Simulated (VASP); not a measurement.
Data:

```yaml
crystal:
  lattice:
    - [4.46539, 0.00000, 0.00000]
    - [0.00000, 4.46539, 0.00000]
    - [0.00000, 0.00000, 3.09503]
  atoms:
    - { symbol: Ru, position: [0.00000, 0.00000, 0.00000] }
    - { symbol: Ru, position: [0.50000, 0.50000, 0.50000] }
    - { symbol: O, position: [0.30604, 0.30604, 0.00000] }
    - { symbol: O, position: [0.80604, 0.19396, 0.50000] }
    - { symbol: O, position: [0.19396, 0.80604, 0.50000] }
    - { symbol: O, position: [0.69396, 0.69396, 0.00000] }
```

Calculation: PBEsol GGA, VASP's PBE PAW potentials (set 64) (plane waves; VASP). Run with 520 eV cut-off, 8×8×11 Γ-centred mesh, tetrahedra with Blöchl corrections, potentials Ru_pv O.

**Question.** What does the run give for the energy per atom (σ→0), band gap (on the k-mesh) with the smallest direct gap where there is one?

**Answer.** 
```json
{
  "band gap (on the k-mesh)": "none (metal, semimetal or under 0.01 eV)",
  "energy per atom (σ→0)": "-7.971 eV/atom"
}
```

The compound is RuO2 in the rutile structure. It was relaxed first.
